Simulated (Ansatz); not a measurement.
# FePt (Tetraferroplatinum) (P4/mmm) in Ansatz: notebook

Runs on FePt (Tetraferroplatinum). Level: PBEsol. Tasks: single point.

Everything below comes from runs of Ansatz 0.2.0. Logs are shortened: lines on timing, memory, paths and dates and some standing lists are left out, and cuts for length are marked.

### Step 1. The crystal as given

Symmetry: P4/mmm, No. 123, tetragonal system. The conventional cell has a = 2.724 Å, b = 2.724 Å, c = 3.720 Å, α = 90.00°, β = 90.00°, γ = 90.00°. Pt (site symmetry 4/mmm) is surrounded by 8 Fe at 2.68 Å and 4 Pt at 2.72 Å. Around Fe (site symmetry 4/mmm) lie 8 Pt at 2.68 Å and 4 Fe at 2.72 Å.

### Step 2. Single point, PBEsol, collinear spin, ferromagnetic start

File input.yaml:

```yaml
crystal:
  lattice:
    - [2.7235, 0.0, 0.0]
    - [0.0, 2.7235, 0.0]
    - [0.0, 0.0, 3.72]
  atoms:
    - { symbol: Pt, position: [0.5, 0.5, 0.5] }
    - { symbol: Fe, position: [0.0, 0.0, 0.0], spin: 3.0 }
kpoints:
  mp_grid: { grid: [10, 10, 7] }
scf:
  occupations: { method: fermi_dirac, width: 0.05 }
hamiltonian:
  xc: pbesol
  pseudopotentials: { kind: all_electron, lapw: { basis_error: 0.001 } }
magnetization:
  spin_polarized: true
output:
  forces: true
  stress: true
  eigenvalues: true
```

Potentials or basis: all-electron LAPW, scalar-relativistic.

Command:

```sh
$ ansatz run input.yaml --threads 2 --pin off --max-ram 6144MiB --backend cpu --events-out ev --progress --plain --runs-dir out
```

Output:

```text
Warning: RAYON_NUM_THREADS=2 ignored (pool sized by the plan → 2); use --threads N
LAPW: plane waves up to 8.602 Å⁻¹, error target 1.0e-3 eV per atom; small_component_spin mean_spin; Fe in spheres of 1.316 Å, 16 of its electrons in bands, Dirac shells []; Pt in spheres of 1.362 Å, 42 of its electrons in bands, Dirac shells [] (how accurate: hamiltonian.pseudopotentials.lapw.basis_error, Limitations)
Engine: ansatz 0.2.0, x86_64-unknown-linux-gnu
Pseudopotentials: kind: all_electron
Pseudopotential: Pt, LAPW, valence charge 42, lapw/all_electron/scalar/gaussian/Pt, Koelling and Harmon's equation, gaussian nucleus
Pseudopotential: Fe, LAPW, valence charge 16, lapw/all_electron/scalar/gaussian/Fe, Koelling and Harmon's equation, gaussian nucleus
Functional definition: PBEsol
  exchange = pbesol_x
  correlation = pbesol_c
Crystal: 2 atoms, lattice volume = 27.593 Å³
Basis set: ecut = 281.94749007444887 eV, 311 PW (Γ), exchange–correlation at level 2
Bands: 37, of which v1, the nominal top of the filled ones, is band 29 counted from 1 (28 counted from 0)
Symmetry: 16 space group operations
Space group: P4/mmm (ITA 123), of the structure as read, at distance tolerance 3.0e-5 Å
Magnetic group: BNS 123.339 (UNI 999), of the structure as read, at distance tolerance 3.0e-5 Å
k-points: 84 of 700
Non-local potential: Pt, projectors of the file, none
Non-local potential: Fe, projectors of the file, none
Initial density: superposition of atomic densities (chi_scale 0.1, normalization cell)
Starting moments: Σ|m| = 3 μB on 1 of 2 sites
Initial wavefunctions: plane waves of lowest kinetic energy (no species holds an atomic orbital)
Functional: x = pbesol(κ = 0.804, μ = 0.12345679012345678), c = pbesol(β = 0.046)
iter 1 solved again at ethr=6.53e-3 eV; its pass at ethr=1.00e-1 eV (dr2=3.79e0 eV) is discarded
SCF iter   1: F=—  HF=-535422.292841 eV  |F-HF|=—  |Δ(HF+E_count)|=         —  Δρ=5.69e-2 (↑2.86e-2 ↓5.69e-2)  dr2=3.79e0  dr2_m=8.54e-2  M=2.517 μB ∫|m|=2.577 μB  β_m=0.30  ethr=6.53e-3  ⟨swp⟩=2.0  Hψ=39656  notcnv=0
Mixer restart at iter 1: flushing history
preconditioner: auto → Kerker (q_TF=auto, 3.088 Å⁻¹)  [metal: Δε(μ)=0.008 eV  Ē_g=11.411 eV  σ=0.050 eV  W_gap=0.04  n_scr=14 (ndim 8)  ℏωp=30.0 eV  f_vac=0.000  D(μ)=3.23/eV (n_scr^D=36)]
[... 13 lines left out ...]
SCF iter  11: F=—  HF=-535421.020717 eV  |F-HF|=—  |Δ(HF+E_count)|=   2.72e-7  Δρ=2.42e-5 (↑2.20e-5 ↓2.42e-5)  dr2=4.55e-7  dr2_m=6.82e-9  M=3.279 μB ∫|m|=3.428 μB  β_m=0.88  ethr=6.14e-9  ⟨swp⟩=2.0  Hψ=17719  notcnv=0
SCF iter  12: F=—  HF=-535421.020717 eV  |F-HF|=—  |Δ(HF+E_count)|=   6.33e-8  Δρ=9.27e-6 (↑6.22e-6 ↓9.27e-6)  dr2=1.42e-7  dr2_m=1.55e-9  M=3.279 μB ∫|m|=3.428 μB  β_m=0.91  ethr=7.85e-10  ⟨swp⟩=2.0  Hψ=17714  notcnv=0
SCF iter  13: F=—  HF=-535421.020717 eV  |F-HF|=—  |Δ(HF+E_count)|=   2.31e-8  Δρ=1.96e-6 (↑1.96e-6 ↓1.73e-6)  dr2=3.64e-9  dr2_m=9.13e-11  M=3.279 μB ∫|m|=3.428 μB  β_m=0.96  ethr=2.45e-10  ⟨swp⟩=2.0  Hψ=17713  notcnv=0
SCF iter  14: F=-535421.020717 eV  HF=-535421.020717 eV  |F-HF|=3.49e-10  |Δ(HF+E_count)|=   1.86e-9  Δρ=8.18e-7 (↑7.20e-7 ↓8.18e-7)  dr2=7.86e-10  dr2_m=7.07e-12  M=3.279 μB ∫|m|=3.428 μB  ethr=6.77e-12 (applied; sched 6.28e-12)  ⟨swp⟩=2.0  Hψ=17713  notcnv=0
SCF 1 converged in 14 iterations: F = -535421.020717 eV  dr2 = 7.86e-10
SCF converged after 14 iterations
Magnetization: 3.2793 μB (30.6397 up, 27.3603 down)
Absolute magnetization: 3.4283 μB (∫|ρ↑−ρ↓|)
Spin contamination: 0.0811 ħ² per cell (⟨S²⟩ above its minimum at these occupations)
Per-site moments (μB) at R_I (Å): [(0.3741708307093461, 1.3617499797083414), (2.9567251873422578, 1.315622969913589)]
Free energy (F): -535421.020717 eV
Harris-Foulkes:  -535421.020717 eV  (|F-HF|=3.49e-10)
Internal energy: -535421.009334 eV  (E = F + TS)
E sigma→0 (E₀):  -535421.015026 eV
Entropy (-TS):   -0.011384 eV (-5.692 meV/atom)
Fermi energy:    23.463244 eV
--- Per-component energies (eV) ---
  E_band       = -3676.553765
  E_kinetic    = 603751.319804
  E_xc         = -11043.909403
  E_electrostatic = -1128128.419735  (all electrons and nuclei)
  E_smearing   = -0.011384  (= −TS)
  E_closure    = 0.000000  (closes the sum)
  E_atoms      = -535403.881192  (free atoms, spherical and without spin; not in F)
  Σ components = -535421.020717   (vs F -535421.020717, Δ=0.00e0)
  Basis errors (estimates in eV, not in F): energy 2.1e-4 per atom: plane waves 1.7e-4 (8.4e-5 summed), levels above the bands 7.0e-106, relativity 3.9e-8, radial functions 4.1e-5, core shells 1.8e-7; eigenvalues (radial functions only) 4.2e-6; not estimated: angular momenta, meshes, grids; target (lapw.basis_error) 1.0e-3; muffin-tin radii Fe 1.316 Å, Pt 1.362 Å
--- Forces (eV/Å), atoms counted from 1 ---
  atom   1  Pt     0.00000000    -0.00000000     0.00000000
  atom   2  Fe     0.00000000     0.00000000     0.00000000
  max |Σ_I F_I| component: 1.73e-31 eV/Å
--- Stress (GPa, compression-positive) ---
       -6.288793       0.000000       0.000000
        0.000000      -6.288793       0.000000
        0.000000       0.000000      -5.414138
  P = ⅓ Tr σ = -5.9972 GPa (-59.972 kbar)
--- Band table (eV; the first three rows and the last of 168) ---
  k-point 0 ↑: bands = ["-279.7630", "-279.7360", "-279.7317", "-279.7317", "-279.7026", "-75.2585", "-65.0912", "-43.7106", "-43.7070", "-43.7070", "-43.6914", "-43.6742", "-43.6742", "-43.6656", "-31.4199", "-31.1449", "-31.1449", "-29.4209", "-29.3228", "-29.3228", "13.7347", "17.0409", "17.2240", "19.9952", "19.9952", "20.5189", "21.3456", "21.5530", "22.9429", "23.0812", "23.0812", "25.6054", "33.1478", "34.9569", "34.9569", "40.3758", "42.1155"]
  k-point 1 ↑: bands = ["-279.7630", "-279.7360", "-279.7317", "-279.7317", "-279.7026", "-75.2585", "-65.0912", "-43.7106", "-43.7070", "-43.7070", "-43.6914", "-43.6742", "-43.6742", "-43.6656", "-31.4176", "-31.1443", "-31.1443", "-29.4253", "-29.3234", "-29.3234", "13.9872", "17.1497", "17.2977", "20.0982", "20.0982", "20.4045", "21.3892", "21.4310", "22.8414", "22.8414", "22.8901", "24.4625", "34.5807", "35.4876", "35.4876", "39.8959", "42.6632"]
  k-point 2 ↑: bands = ["-279.7630", "-279.7360", "-279.7317", "-279.7317", "-279.7026", "-75.2584", "-65.0912", "-43.7106", "-43.7070", "-43.7070", "-43.6914", "-43.6742", "-43.6742", "-43.6656", "-31.4125", "-31.1431", "-31.1431", "-29.4353", "-29.3248", "-29.3248", "14.6744", "17.4069", "17.4847", "20.1274", "20.4037", "20.4037", "21.1197", "21.5003", "22.2511", "22.2511", "22.4327", "22.7586", "36.9197", "36.9197", "37.2766", "39.3302", "42.4321"]
  k-point 83 ↓: bands = ["-279.7194", "-279.6950", "-279.6950", "-279.6926", "-279.6709", "-74.9827", "-61.7263", "-43.6497", "-43.6474", "-43.6474", "-43.6279", "-43.6196", "-43.6196", "-43.6183", "-29.3072", "-29.3072", "-29.0870", "-28.0298", "-28.0134", "-28.0134", "17.4815", "18.7391", "18.7391", "20.9418", "22.1452", "22.1452", "22.4352", "24.2734", "24.3764", "25.2511", "30.5107", "30.5107", "31.9039", "32.2226", "32.8239", "32.8239", "33.0788"]
```

Wall time 1.7 min (2 threads of Intel Xeon at 2.50GHz (Skylake/Cascade Lake), shared host); peak memory 0.73 GiB.

Results:

```yaml
Free_energy: -535421.0207 eV
Pressure: -6.0 GPa
Band_gap_on_the_k_mesh: none (metal or under the smearing width)
Net_moment: 3.28 μB per cell
Absolute_moment: 3.43 μB per cell
Site_moments: Pt +0.37; Fe +2.96 μB
```

Stress tensor (GPa, compression positive):
```
-6.29  0.00  0.00
 0.00 -6.29  0.00
 0.00  0.00 -5.41
```

### Step 3. Single point, PBEsol

Changes to input.yaml since step 2:

```diff
@@ -7,3 +7,3 @@
     - { symbol: Pt, position: [0.5, 0.5, 0.5] }
-    - { symbol: Fe, position: [0.0, 0.0, 0.0], spin: 3.0 }
+    - { symbol: Fe, position: [0.0, 0.0, 0.0] }
 kpoints:
@@ -15,4 +15,2 @@
   pseudopotentials: { kind: all_electron, lapw: { basis_error: 0.001 } }
-magnetization:
-  spin_polarized: true
 output:
```

Potentials or basis: all-electron LAPW, scalar-relativistic.

Command:

```sh
$ ansatz run input.yaml --threads 2 --pin off --max-ram 6144MiB --backend cpu --events-out ev --progress --plain --runs-dir out
```

Run time: 41 s. Hardware: 2 threads of Intel Xeon at 2.50GHz (Skylake/Cascade Lake), shared host; peak memory 0.5 GiB.

Results (log left out):

```
Free energy            : -535420.3265 eV
Pressure               : -22.5 GPa
Band gap on the k mesh : none (metal or under the smearing width)
```

Stress tensor (GPa, compression positive):
```
-23.81   0.00   0.00
  0.00 -23.81   0.00
  0.00   0.00 -19.81
```

Levels at points of the mesh, in eV from the Fermi level:
```
             k point  band 26  band 27  band 28  band 29  band 30  band 31  band 32  band 33
  (0.00, 0.00, 0.00)    -1.64    -1.29    -0.44     0.40     0.69     0.69     2.42    10.19
 (0.00, -0.50, 0.00)    -1.99    -1.80    -1.79    -0.74    -0.37     1.58     1.96    10.91
(-0.50, -0.50, 0.00)     0.42     0.47     0.62     0.77     0.77     1.72     1.72     7.90
```

The run has no spin-orbit coupling, so splittings on Pt are missing. Spin polarisation is off, so any magnetic state and its effect on volume and gap are missing.
